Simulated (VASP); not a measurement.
# PtS2 (P-3m1) in VASP: further runs, part 2 of 2

VASP 6.6.1.

### Step 3. Relaxation of cell and atoms, PBE+D3(BJ)

This run uses another cell than the first one, of 17.30 Å³/atom, 0.948 times its volume.

Input file INCAR:

```
SYSTEM = PtS2
  PREC = Accurate
  ENCUT = 600
  EDIFF = 1E-7
  ISMEAR = 0
  SIGMA = 0.03
  LREAL = .False.
  LASPH = .True.
  NELM = 80
  ALGO = Normal
  ISIF = 3
  LWAVE = .False.
  LCHARG = .False.
  GGA = PE
  IVDW = 12
  IBRION = 2
  NSW = 90
  EDIFFG = -0.005
```

Input file KPOINTS:

```
regular mesh
0
Gamma
  9 9 5
  0 0 0
```

Input file POSCAR:

```
PtS2                                    
1.0
    3.5785957131      0.0000000000     -0.0000000000
   -1.7892978565      3.0991547967     -0.0000000000
    0.0000000000      0.0000000000      4.6806846406
  Pt              S             
     1     2
Direct
     0.0000000000000000    0.0000000000000000    0.0000000000000000
     0.3333333300000021    0.6666666699999979    0.2575685191591437
     0.6666666699999979    0.3333333300000021    0.7424314808408564
```

Potentials or basis: VASP PAW PBE potentials, release 64 (Pt, S).

Launch:

```console
$ cat potpaw_PBE.64/Pt/POTCAR potpaw_PBE.64/S/POTCAR > POTCAR
$ mpirun -np 1 vasp_std > vasp.out
```

OUTCAR:

```text
SYSTEM = PtS2
   PREC = Accurate
   ENCUT = 600
   EDIFF = 1E-7
   ISMEAR = 0
   LREAL = .False.
   LASPH = .True.
   NELM = 80
   ISIF = 3
   GGA = PE
   IVDW = 12
   IBRION = 2
   NSW = 90
   EDIFFG = -0.005
 IVDW          = 12

 ion  position               nearest neighbor table
   1  0.000  0.000  0.000-   2 2.39   3 2.39   2 2.39   3 2.39   3 2.39   2 2.39
   2  0.333  0.667  0.258-   1 2.39   1 2.39   1 2.39
   3  0.667  0.333  0.742-   1 2.39   1 2.39   1 2.39

  LATTYP: Found a hexagonal cell.
 ALAT       =     3.5785957131
 C/A-ratio  =     1.3079668719

  Lattice vectors:

 A1 = (   3.5785957131,   0.0000000000,   0.0000000000)
 A2 = (  -1.7892978565,   3.0991547967,   0.0000000000)
 A3 = (   0.0000000000,   0.0000000000,   4.6806846406)

Analysis of symmetry for initial positions (statically):
=====================================================================
 Subroutine PRICEL returns:
 Original cell was already a primitive cell.

 Routine SETGRP: Setting up the symmetry group for a
 hexagonal supercell.

 Subroutine GETGRP returns: Found 12 space group operations
 (whereof 12 operations were pure point group operations)
 out of a pool of 24 trial point group operations.

The static configuration has the point symmetry D_3d.

Analysis of symmetry for dynamics (positions and initial velocities):
=====================================================================
 Subroutine PRICEL returns:
 Original cell was already a primitive cell.

 Routine SETGRP: Setting up the symmetry group for a
 hexagonal supercell.

 Subroutine GETGRP returns: Found 12 space group operations
 (whereof 12 operations were pure point group operations)
 out of a pool of 24 trial point group operations.

The dynamic configuration has the point symmetry D_3d.

 Subroutine INISYM returns: Found 12 space group operations
 (whereof 12 operations are pure point group operations),
 and found     1 'primitive' translations

----------------------------------------------------------------------------------------

                                     Primitive cell

  volume of cell :      51.9117

  direct lattice vectors                    reciprocal lattice vectors
     3.578595713  0.000000000  0.000000000     0.279439221  0.161334310  0.000000000
    -1.789297856  3.099154797  0.000000000     0.000000000  0.322668620  0.000000000
     0.000000000  0.000000000  4.680684641     0.000000000  0.000000000  0.213643960

  length of vectors
     3.578595713  3.578595712  4.680684641     0.322668619  0.322668620  0.213643960

  position of ions in fractional coordinates (direct lattice)
     0.000000000  0.000000000  0.000000000
     0.333333330  0.666666670  0.257568519
     0.666666670  0.333333330  0.742431481

  ion indices of the primitive-cell ions
   primitive index   ion index
                 1           1
                 2           2
                 3           3

----------------------------------------------------------------------------------------

 KPOINTS: regular mesh

Automatic generation of k-mesh.
 Grid dimensions read from file:
[... 49 lines left out ...]
   total plane-waves  NPLWV =  36000
   dimension x,y,z NGX =    30 NGY =   30 NGZ =   40
   dimension x,y,z NGXF=    60 NGYF=   60 NGZF=   80
   ions per type =               1   2
   NGX,Y,Z   is equivalent  to a cutoff of  13.94, 13.94, 14.21 a.u.
   NGXF,Y,Z  is equivalent  to a cutoff of  27.87, 27.87, 28.41 a.u.
 SYSTEM =  PtS2
   PREC   = accura    normal or accurate (medium, high low for compatibility)
   ISTART =      0    job   : 0-new  1-cont  2-samecut
   ICHARG =      2    charge: 1-file 2-atom 10-const
   ISPIN  =      1    spin polarized calculation?
   LNONCOLLINEAR =      F non collinear calculations
   LSORBIT =      F    spin-orbit coupling
   LASPH  =      T    aspherical Exc in radial PAW
   ENCUT  =  600.0 eV  44.10 Ry    6.64 a.u.   7.15  7.15  9.35*2*pi/ulx,y,z
   NELM   =     80;   NELMIN=  2; NELMDL= -5     # of ELM steps
   EDIFF  = 0.1E-06   stopping-criterion for ELM
   LREAL  =      F    real-space projection
   EDIFFG = -.5E-02   stopping-criterion for IOM
   NSW    =     90    number of steps for IOM
   IBRION =      2    ionic relax: 0-MD 1-quasi-New 2-CG
   NFREE  =      1    steps in history (QN), initial steepest desc. (CG)
   ISIF   =      3    stress and relaxation
   ISYM   =      2    0-nonsym 1-usesym 2-fastsym
   POTIM  = 0.5000    time-step for ionic-motion
   TEBEG  =    0.0;   TEEND  =   0.0 temperature during run
   PSTRESS=    0.0 pullay stress
   NELECT =      22.0000    total number of electrons
   NUPDOWN=      -1.0000    fix difference up-down
   EMIN   =  10.00;   EMAX   =-10.00  energy-range for DOS
   EFERMI =   0.00;   METHOD = LEGACY
   ISMEAR =     0;   SIGMA  =   0.03  broadening in eV -4-tet -1-fermi 0-gaus
   EFERMI_NEDOS =   21; number of points for ismear=-14 and -15
   IALGO  =     38    algorithm
   IMIX   =      4    mixing-type and parameters
     AMIX     =   0.40;   BMIX     =  1.00
     AMIX_MAG =   1.60;   BMIX_MAG =  1.00
  volume/ion in A,a.u.               =      17.30       116.77
  Fermi-wavevector in a.u.,A,eV,Ry     =   1.229685  2.323768 20.573721  1.512126
  Thomas-Fermi vector in A             =   2.364563
   LORBIT       =      0    0 simple, 1 ext, 2 COOP (PROOUT), +10 PAW based schemes
   GGA     = PE    functional components
   LHFCALC =     F    Hartree Fock is set to
   AEXX    =    0.0000 exact exchange contribution
   IVDW    =    12    specifies the selected vdW correction
   LEPSILON=     F    determine dielectric tensor
   LRPA    =     F    only Hartree local field effects (RPA)
 conjugate gradient relaxation of ions
 non-spin polarized calculation
 Gauss-broadening in eV      SIGMA  =   0.03
  energy-cutoff  :      600.00
  volume of cell :       51.91
 maximum number of plane-waves:      1773
 NGX is ok and might be reduce to    30
   NGX = 15   NGY = 15   NGZ = 19

 number of electron      22.0000002 magnetization

 Free energy of the ion-electron system (eV)
  ---------------------------------------------------
  ext. energy  EPLUGINS =         0.00000000
  ---------------------------------------------------
  free energy    TOTEN  =       -15.31902532 eV

  energy without entropy =      -15.31902517  energy(sigma->0) =      -15.31902525

 E-fermi :   8.0389     XC(G=0): -11.0306

 val. band max:        7.9629120734   @ k =   0.0000   0.0000   0.0000
 cond. band min:       8.1290951065   @ k =  -0.1111   0.3333   0.4000
 fundamental gap:      0.1661830331
 Fermi energy:         8.0389494773

 k-point     1 :       0.0000    0.0000    0.0000
  band No.  band energies     occupation
      1      -8.0098      2.00000
      2      -4.6056      2.00000
      3       0.3140      2.00000
      4       0.8541      2.00000
      5       0.8541      2.00000
      6       3.6977      2.00000
      7       3.6977      2.00000
      8       5.4545      2.00000
      9       6.3477      2.00000
     10       6.3477      2.00000
     11       7.9629      1.99966
     12       9.1400      0.00000
     13       9.1400      0.00000
     14      11.5956      0.00000
[... 401 lines left out ...]
      2      -5.3185      2.00000
      3       0.7310      2.00000
      4       1.2550      2.00000
      5       1.8359      2.00000
      6       2.4838      2.00000
      7       3.2475      2.00000
      8       4.3664      2.00000
      9       5.5032      2.00000
     10       5.8746      2.00000
     11       7.0885      2.00000
     12       8.3636      0.00000
     13       9.1505      0.00000
     14      12.8345      0.00000
     15      14.4812      0.00000

 [... further k-points ...]

------------------------ aborting loop because EDIFF is reached ----------------------------------------

 Edisp (eV)   -1.35198

 E8    (eV) :    -0.5427

  FORCE on cell =-STRESS in cart. coord.  units (eV):
  Direction    XX          YY          ZZ          XY          YZ          ZX
  --------------------------------------------------------------------------------------
  -------------------------------------------------------------------------------------
  Total      -0.00158    -0.00158     0.00148    -0.00000     0.00000     0.00000
  in kB      -0.04883    -0.04883     0.04558    -0.00000     0.00000     0.00000
  external pressure =       -0.02 kB  Pullay stress =        0.00 kB

 VOLUME and BASIS-vectors are now :
 -----------------------------------------------------------------------------
  energy-cutoff  :      600.00
  volume of cell :       51.91
      direct lattice vectors                 reciprocal lattice vectors
     3.578595713  0.000000000  0.000000000     0.279439221  0.161334310  0.000000000
    -1.789297856  3.099154797  0.000000000     0.000000000  0.322668620  0.000000000
     0.000000000  0.000000000  4.680684641     0.000000000  0.000000000  0.213643960

 POSITION                                       TOTAL-FORCE (eV/Angst)
 -----------------------------------------------------------------------------------
      0.00000      0.00000      0.00000         0.000000      0.000000     -0.000000
     -0.00000      2.06610      1.20560         0.000000     -0.000000      0.003382
      1.78930      1.03305      3.47509        -0.000000      0.000000     -0.003382
 -----------------------------------------------------------------------------------
    total drift:                                0.000000      0.000000      0.000000

  FREE ENERGIE OF THE ION-ELECTRON SYSTEM (eV)
  ---------------------------------------------------
  free  energy   TOTEN  =       -16.6710093121 eV

  energy  without entropy=      -16.6710091653  energy(sigma->0) =      -16.67100924

 reached required accuracy - stopping structural energy minimisation
```

Wall time 21 s (1 thread of Intel Xeon 6975P-C (Granite Rapids), shared host); peak memory 0.22 GiB.

Results:

```
Free energy                  : -16.6710 eV
Pressure after relaxing      : 0.0 GPa
Largest force after relaxing : 0.003 eV/Å
Band gap on the k mesh       : 0.17 eV, indirect (least direct gap 0.94 eV)
Dispersion energy per atom   : -0.451 eV
```

Forces in eV/Å, atoms in the order of the input:
```
Pt   0.000  0.000  0.000
S    0.000  0.000  0.003
S    0.000  0.000 -0.003
```

Final structure:
```
Pt S
1.0
     3.57860    0.00000    0.00000
    -1.78930    3.09915    0.00000
     0.00000    0.00000    4.68068
Pt S
1 2
Direct
  0.00000 0.00000 0.00000
  0.33333 0.66667 0.25757
  0.66667 0.33333 0.74243
```

Levels at points of the mesh, in eV from the valence-band top:
```csv
k point,band 8,band 9,band 10,band 11,band 12,band 13,band 14,band 15
"(0.00, 0.00, 0.00)",-2.51,-1.62,-1.62,0.00,1.18,1.18,3.63,5.01
```

Caveat: the relaxation stopped at its first step, so nothing moved; spin-orbit coupling is left out, which moves the levels of the heavy elements; an odd mesh through Γ misses points on the zone boundary, where band edges often lie.
